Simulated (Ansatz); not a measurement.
# AlAu (Pm-3m) in Ansatz: further runs

The runs below take AlAu through single point, with PBEsol.

Program: Ansatz 0.2.0. These are calculated values, not measurements. Logs are shortened: lines on timing, memory, paths and dates and some standing lists are left out, and cuts for length are marked.

### 1 Starting point

It takes space group Pm-3m (No. 221, cubic). Conventional cell: a = 3.224 Å, b = 3.224 Å, c = 3.224 Å, α = 90.00°, β = 90.00°, γ = 90.00°. Au (site symmetry m-3m) has 8 Al at 2.79 Å as nearest neighbours. Around Al (site symmetry m-3m) lie 8 Au at 2.79 Å.

The cell comes from a database or a generator and needn't be the stable form of this composition.

### 2 Single point, PBEsol, 15.75 Å³/atom (volume scaled by 0.94)

Input file input.yaml:

```yaml
crystal:
  lattice:
    - [3.1581287985, 0.0, 0.0]
    - [0.0, 3.1581287985, 0.0]
    - [0.0, 0.0, 3.1581287985]
  atoms:
    - { symbol: Au, position: [0.5, 0.5, 0.5] }
    - { symbol: Al, position: [0.0, 0.0, 0.0] }
kpoints:
  mp_grid: { grid: [8, 8, 8] }
scf:
  occupations: { method: fermi_dirac, width: 0.05 }
hamiltonian:
  xc: pbesol
  pseudopotentials: { kind: all_electron, lapw: { basis_error: 0.0005 } }
output:
  forces: true
  stress: true
  eigenvalues: true
```

Potentials or basis: all-electron LAPW, scalar-relativistic.

Launch:

```bash
ansatz run input.yaml --threads 1 --pin off --max-ram 3072MiB --backend cpu --events-out ev --progress --plain --runs-dir out
```

Log:

```text
Warning: RAYON_NUM_THREADS=1 ignored (pool sized by the plan → 1); use --threads N
LAPW: plane waves up to 7.882 Å⁻¹, error target 5.0e-4 eV per atom; small_component_spin mean_spin; Al in spheres of 1.217 Å, 11 of its electrons in bands, Dirac shells []; Au in spheres of 1.518 Å, 43 of its electrons in bands, Dirac shells [] (how accurate: hamiltonian.pseudopotentials.lapw.basis_error, Limitations)
Engine: ansatz 0.2.0, aarch64-unknown-linux-gnu
Pseudopotentials: kind: all_electron
Pseudopotential: Au, LAPW, valence charge 43, lapw/all_electron/scalar/gaussian/Au, Koelling and Harmon's equation, gaussian nucleus
Pseudopotential: Al, LAPW, valence charge 11, lapw/all_electron/scalar/gaussian/Al, Koelling and Harmon's equation, gaussian nucleus
Functional definition: PBEsol
  exchange = pbesol_x
  correlation = pbesol_c
Crystal: 2 atoms, lattice volume = 31.498 Å³
Basis set: ecut = 236.69878384039455 eV, 251 PW (Γ), exchange–correlation at level 2
Bands: 33, of which v1, the nominal top of the filled ones, is band 27 counted from 1 (26 counted from 0)
Symmetry: 48 space group operations
Space group: Pm-3m (ITA 221), of the structure as read, at distance tolerance 3.2e-5 Å
k-points: 35 of 512
Non-local potential: Au, projectors of the file, none
Non-local potential: Al, projectors of the file, none
Initial density: superposition of atomic densities (chi_scale 0.1, normalization cell, long waves kept (reshape's long-wave potential 0.00 eV rms))
Initial wavefunctions: plane waves of lowest kinetic energy (no species holds an atomic orbital)
Functional: x = pbesol(κ = 0.804, μ = 0.12345679012345678), c = pbesol(β = 0.046)
iter 1 solved again at ethr=4.21e-4 eV; its pass at ethr=1.00e-1 eV (dr2=2.28e-1 eV) is discarded
SCF iter   1: F=—  HF=-523678.706430 eV  |F-HF|=—  |Δ(HF+E_count)|=         —  Δρ=2.84e-2  dr2=2.28e-1  ethr=4.21e-4  ⟨swp⟩=2.8  Hψ=7102  notcnv=0
preconditioner: auto → Kerker (q_TF=auto, 2.985 Å⁻¹)  [metal: Δε(μ)=0.066 eV  Ē_g=11.714 eV  σ=0.050 eV  W_gap=0.30  n_scr=18 (ndim 8)  ℏωp=24.8 eV  f_vac=0.000  D(μ)=1.11/eV (n_scr^D=6)]
SCF iter   2: F=—  HF=-523678.081398 eV  |F-HF|=—  |Δ(HF+E_count)|=   6.25e-1  Δρ=1.58e-2  dr2=1.33e-1  ethr=4.21e-4  ⟨swp⟩=3.0  Hψ=3480  notcnv=0
SCF iter   3: F=—  HF=-523677.824859 eV  |F-HF|=—  |Δ(HF+E_count)|=   2.57e-1  Δρ=8.88e-3  dr2=2.79e-2  ethr=2.46e-4  ⟨swp⟩=2.0  Hψ=3464  notcnv=0
SCF iter   4: F=—  HF=-523677.815259 eV  |F-HF|=—  |Δ(HF+E_count)|=         —  Δρ=4.56e-3  dr2=9.25e-3  ethr=5.17e-5  ⟨swp⟩=2.0  Hψ=3246  notcnv=0
the basis was enlarged: its passes take 778.0 KiB over the memory plan, 1 of 1 planned eigensolver slots
SCF iter   5: F=—  HF=-523677.813005 eV  |F-HF|=—  |Δ(HF+E_count)|=   2.25e-3  Δρ=2.10e-3  dr2=2.04e-3  ethr=1.71e-5  ⟨swp⟩=2.0  Hψ=3189  notcnv=0
iter 6 solved again at ethr=1.12e-7 eV; its pass at ethr=3.77e-6 eV (dr2=6.03e-5 eV) is discarded
SCF iter   6: F=—  HF=-523677.812703 eV  |F-HF|=—  |Δ(HF+E_count)|=   3.02e-4  Δρ=3.63e-4  dr2=6.02e-5  ethr=1.12e-7  ⟨swp⟩=2.0  Hψ=5629  notcnv=0
SCF iter   7: F=—  HF=-523677.812686 eV  |F-HF|=—  |Δ(HF+E_count)|=   1.70e-5  Δρ=1.76e-4  dr2=1.20e-5  ethr=1.12e-7  ⟨swp⟩=2.0  Hψ=3280  notcnv=0
SCF iter   8: F=—  HF=-523677.812683 eV  |F-HF|=—  |Δ(HF+E_count)|=   2.57e-6  Δρ=5.81e-5  dr2=1.30e-6  ethr=2.23e-8  ⟨swp⟩=2.0  Hψ=3280  notcnv=0
SCF iter   9: F=—  HF=-523677.812683 eV  |F-HF|=—  |Δ(HF+E_count)|=   2.54e-7  Δρ=2.40e-5  dr2=2.21e-7  ethr=2.40e-9  ⟨swp⟩=2.0  Hψ=3280  notcnv=0
SCF iter  10: F=-523677.812683 eV  HF=-523677.812683 eV  |F-HF|=2.92e-8  |Δ(HF+E_count)|=   1.51e-8  Δρ=8.62e-6  dr2=3.65e-8  ethr=4.09e-10  ⟨swp⟩=2.0  Hψ=3280  notcnv=0
SCF 1 converged in 10 iterations: F = -523677.812683 eV  dr2 = 3.65e-8
SCF converged after 10 iterations
Free energy (F): -523677.812683 eV
Harris-Foulkes:  -523677.812683 eV  (|F-HF|=2.92e-8)
Internal energy: -523677.804524 eV  (E = F + TS)
E sigma→0 (E₀):  -523677.808604 eV
Entropy (-TS):   -0.008159 eV (-4.080 meV/atom)
Fermi energy:    19.828335 eV
--- Per-component energies (eV) ---
  E_band       = -4541.426576
  E_kinetic    = 595912.934649
  E_xc         = -10265.762832
  E_electrostatic = -1109324.976341  (all electrons and nuclei)
  E_smearing   = -0.008159  (= −TS)
  E_closure    = 0.000000  (closes the sum)
  E_atoms      = -523669.244008  (free atoms, spherical and without spin; not in F)
  Σ components = -523677.812683   (vs F -523677.812683, Δ=0.00e0)
  Basis errors (estimates in eV, not in F): energy 1.3e-4 per atom: plane waves 1.1e-4 (5.6e-5 summed), levels above the bands 1.5e-89, relativity 4.1e-9, radial functions 2.3e-5, core shells 2.3e-9; eigenvalues (radial functions only) 3.5e-6; not estimated: angular momenta, meshes, grids; target (lapw.basis_error) 5.0e-4; muffin-tin radii Al 1.217 Å, Au 1.518 Å
--- Forces (eV/Å), atoms counted from 1 ---
  atom   1  Au     0.00000000    -0.00000000     0.00000000
  atom   2  Al    -0.00000000     0.00000000     0.00000000
  max |Σ_I F_I| component: 2.53e-30 eV/Å
--- Stress (GPa, compression-positive) ---
        2.253662      -0.000000       0.000000
       -0.000000       2.253662       0.000000
        0.000000       0.000000       2.253662
  P = ⅓ Tr σ = 2.2537 GPa (22.537 kbar)
--- Band table (eV; the first three rows and the last of 35) ---
  k-point 0: bands = ["-304.3765", "-304.3765", "-304.3765", "-304.3456", "-304.3456", "-87.2723", "-84.2986", "-60.3537", "-60.3318", "-60.3318", "-60.3318", "-60.3144", "-60.3144", "-60.3144", "-45.9800", "-45.9800", "-45.9800", "-38.6288", "-38.6288", "-38.6288", "7.8715", "12.7602", "12.7602", "14.8866", "14.8866", "14.8866", "22.6540", "22.6540", "22.6540", "27.1533", "27.3387", "27.3387", "36.5549"]
  k-point 1: bands = ["-304.3765", "-304.3765", "-304.3765", "-304.3456", "-304.3456", "-87.2721", "-84.2986", "-60.3537", "-60.3318", "-60.3318", "-60.3318", "-60.3144", "-60.3144", "-60.3144", "-45.9804", "-45.9799", "-45.9799", "-38.6346", "-38.6284", "-38.6284", "8.1387", "12.8145", "12.8633", "14.7169", "14.7169", "14.9051", "21.0071", "23.0703", "23.0703", "27.0295", "27.3563", "29.2853", "34.7397"]
  k-point 2: bands = ["-304.3765", "-304.3765", "-304.3765", "-304.3456", "-304.3456", "-87.2718", "-84.2985", "-60.3537", "-60.3318", "-60.3318", "-60.3318", "-60.3145", "-60.3144", "-60.3144", "-45.9815", "-45.9798", "-45.9798", "-38.6486", "-38.6274", "-38.6274", "8.9071", "12.9502", "13.0430", "14.3486", "14.3486", "14.9501", "18.6250", "24.1771", "24.1771", "26.3260", "27.7191", "32.2180", "32.2180"]
  k-point 34: bands = ["-304.3765", "-304.3765", "-304.3765", "-304.3456", "-304.3456", "-87.2695", "-84.2981", "-60.3538", "-60.3318", "-60.3318", "-60.3318", "-60.3145", "-60.3145", "-60.3145", "-45.9826", "-45.9826", "-45.9826", "-38.6613", "-38.6613", "-38.6613", "12.2139", "12.2139", "12.2139", "15.8679", "15.8679", "19.5489", "20.5456", "20.5456", "20.5456", "22.2098", "23.6469", "23.6469", "23.6469"]
```

Run time: 12 s. Hardware: 1 thread of Arm Neoverse V1, shared host; peak memory 0.32 GiB.

What came out:

```
Free energy            : -523677.8127 eV
Pressure               : 2.3 GPa
Band gap on the k mesh : none (metal or under the smearing width)
```

### 3 Single point, PBEsol, 16.08 Å³/atom (volume scaled by 0.96)

input.yaml: that of step 2 with these lines changed.

```diff
@@ -2,5 +2,5 @@
   lattice:
-    - [3.1581287985, 0.0, 0.0]
-    - [0.0, 3.1581287985, 0.0]
-    - [0.0, 0.0, 3.1581287985]
+    - [3.1803698749, 0.0, 0.0]
+    - [0.0, 3.1803698749, 0.0]
+    - [0.0, 0.0, 3.1803698749]
   atoms:
```

Potentials or basis: all-electron LAPW, scalar-relativistic.

Launch:

```bash
ansatz run input.yaml --threads 1 --pin off --max-ram 3072MiB --backend cpu --events-out ev --progress --plain --runs-dir out
```

Wall time 12 s (1 thread of Arm Neoverse V1, shared host); peak memory 0.32 GiB.

Results (log left out):

| Item | Value |
| --- | --- |
| Free energy | -523677.8162 eV |
| Pressure | -0.5 GPa |
| Band gap on the k mesh | none (metal or under the smearing width) |

### 4 Single point, PBEsol, 16.42 Å³/atom (volume scaled by 0.98)

input.yaml: that of step 3 with these lines changed.

```diff
@@ -2,5 +2,5 @@
   lattice:
-    - [3.1803698749, 0.0, 0.0]
-    - [0.0, 3.1803698749, 0.0]
-    - [0.0, 0.0, 3.1803698749]
+    - [3.2023041534, 0.0, 0.0]
+    - [0.0, 3.2023041534, 0.0]
+    - [0.0, 0.0, 3.2023041534]
   atoms:
```

Launch:

```bash
ansatz run input.yaml --threads 1 --pin off --max-ram 3072MiB --backend cpu --events-out ev --progress --plain --runs-dir out
```

Run time: 12 s. Hardware: 1 thread of Arm Neoverse V1, shared host; peak memory 0.32 GiB.

Results (log left out):

| Property | Result |
| --- | --- |
| Free energy | -523677.8087 eV |
| Pressure | -3.0 GPa |
| Band gap on the k mesh | none (metal or under the smearing width) |

### 5 Single point, PBEsol, 16.75 Å³/atom

input.yaml: that of step 4 with these lines changed.

```diff
@@ -2,5 +2,5 @@
   lattice:
-    - [3.2023041534, 0.0, 0.0]
-    - [0.0, 3.2023041534, 0.0]
-    - [0.0, 0.0, 3.2023041534]
+    - [3.223942, 0.0, 0.0]
+    - [0.0, 3.223942, 0.0]
+    - [0.0, 0.0, 3.223942]
   atoms:
```

Launch:

```bash
ansatz run input.yaml --threads 1 --pin off --max-ram 3072MiB --backend cpu --events-out ev --progress --plain --runs-dir out
```

It took 11 s on 1 thread of Arm Neoverse V1, shared host; peak memory 0.31 GiB.

Results (log left out):

```yaml
Free_energy: -523677.7915 eV
Pressure: -5.1 GPa
Band_gap_on_the_k_mesh: none (metal or under the smearing width)
```

### 6 Single point, PBEsol, 17.09 Å³/atom (volume scaled by 1.02)

input.yaml: that of step 5 with these lines changed.

```diff
@@ -2,5 +2,5 @@
   lattice:
-    - [3.223942, 0.0, 0.0]
-    - [0.0, 3.223942, 0.0]
-    - [0.0, 0.0, 3.223942]
+    - [3.2452932315, 0.0, 0.0]
+    - [0.0, 3.2452932315, 0.0]
+    - [0.0, 0.0, 3.2452932315]
   atoms:
```

Potentials or basis: all-electron LAPW, scalar-relativistic.

Launch:

```bash
ansatz run input.yaml --threads 1 --pin off --max-ram 3072MiB --backend cpu --events-out ev --progress --plain --runs-dir out
```

Run time: 11 s. Hardware: 1 thread of Arm Neoverse V1, shared host; peak memory 0.31 GiB.

Results (log left out):

```
Free energy            : -523677.7661 eV
Pressure               : -7.0 GPa
Band gap on the k mesh : none (metal or under the smearing width)
```

### 7 Single point, PBEsol, 17.42 Å³/atom (volume scaled by 1.04)

input.yaml: that of step 6 with these lines changed.

```diff
@@ -2,5 +2,5 @@
   lattice:
-    - [3.2452932315, 0.0, 0.0]
-    - [0.0, 3.2452932315, 0.0]
-    - [0.0, 0.0, 3.2452932315]
+    - [3.2663671547, 0.0, 0.0]
+    - [0.0, 3.2663671547, 0.0]
+    - [0.0, 0.0, 3.2663671547]
   atoms:
```

Launch:

```bash
ansatz run input.yaml --threads 1 --pin off --max-ram 3072MiB --backend cpu --events-out ev --progress --plain --runs-dir out
```

Run time: 11 s. Hardware: 1 thread of Arm Neoverse V1, shared host; peak memory 0.31 GiB.

The run converged. Its results:

```yaml
Free_energy: -523677.7337 eV
Pressure: -8.5 GPa
Band_gap_on_the_k_mesh: none (metal or under the smearing width)
```

### 8 Single point, PBEsol, 17.76 Å³/atom (volume scaled by 1.06)

input.yaml: that of step 7 with these lines changed.

```diff
@@ -2,5 +2,5 @@
   lattice:
-    - [3.2663671547, 0.0, 0.0]
-    - [0.0, 3.2663671547, 0.0]
-    - [0.0, 0.0, 3.2663671547]
+    - [3.2871726019, 0.0, 0.0]
+    - [0.0, 3.2871726019, 0.0]
+    - [0.0, 0.0, 3.2871726019]
   atoms:
```

Launch:

```bash
ansatz run input.yaml --threads 1 --pin off --max-ram 3072MiB --backend cpu --events-out ev --progress --plain --runs-dir out
```

Wall time 11 s (1 thread of Arm Neoverse V1, shared host); peak memory 0.31 GiB.

Results (log left out):

- Free energy: -523677.6954 eV
- Pressure: -9.8 GPa
- Band gap on the k mesh: none (metal or under the smearing width)

### 9 For comparison

An earlier run on the cell as given: functional PBEsol; potentials or basis all-electron LAPW, scalar-relativistic; cutoff 207 eV (chosen from the basis error); basis error allowed 0.001 eV/atom; k mesh 8 × 8 × 8; occupations fermi-dirac, width 0.05 eV; no spin polarisation.

- Pressure: -5.1 GPa
- Band gap on the k mesh: none (metal or under the smearing width)
- Loewdin charges: Au +0.59; Al -0.43 e
